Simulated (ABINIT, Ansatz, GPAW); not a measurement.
# TiAl3: programs and potentials compared

```
Ti Al
1.0
     2.83968    0.00000    0.00000
     0.00000    4.68126    0.00000
     0.00000    0.00000    4.90074
Ti Al
1 3
Direct
  0.00000 0.50000 0.16592
  0.00000 0.00000 0.83590
  0.50000 0.00000 0.33091
  0.50000 0.50000 0.66727
```

The cell comes from a database or a generator and needn't be the stable form of this composition.

Alike in all runs: task single point; functional PBEsol; k mesh 9 × 6 × 6; occupations fermi-dirac, width 0.05 eV; no spin polarisation; no spin-orbit coupling. Pressure is positive in compression and, in plane waves, holds the error of the finite cutoff, which Ansatz's Pulay term estimates and takes out.

```csv
program and potentials,plane-wave cutoff (eV),notes,pressure (GPa)
"Ansatz, Ansatz PAW",420,"potentials made for PBE, which Ansatz adapts in part; Pulay term of +0.05 GPa included",-2.41
"ABINIT, PseudoDojo NC SR PBEsol v0.4.1 standard",1143,-,-2.50
"Ansatz, all-electron LAPW, scalar-relativistic",-,-,-2.42
"GPAW, PAW data sets generated for this functional",600,-,-2.35
```

Force on atom 2 (Al), eV/Å:

```
                           program and potentials      x      y      z
                               Ansatz, Ansatz PAW  0.000  0.000  0.049
  ABINIT, PseudoDojo NC SR PBEsol v0.4.1 standard  0.000  0.000  0.040
   Ansatz, all-electron LAPW, scalar-relativistic  0.000  0.000  0.049
GPAW, PAW data sets generated for this functional  0.000  0.000  0.041
```

The pressure spans -2.50 (ABINIT, PseudoDojo NC SR PBEsol v0.4.1 standard) to -2.35 GPa (GPAW, PAW data sets generated for this functional), with all-electron results at -2.42.

The functional is the same throughout but for its coding, so the spread measures potentials, basis and numerics; runs on potential files found faulty are left out.
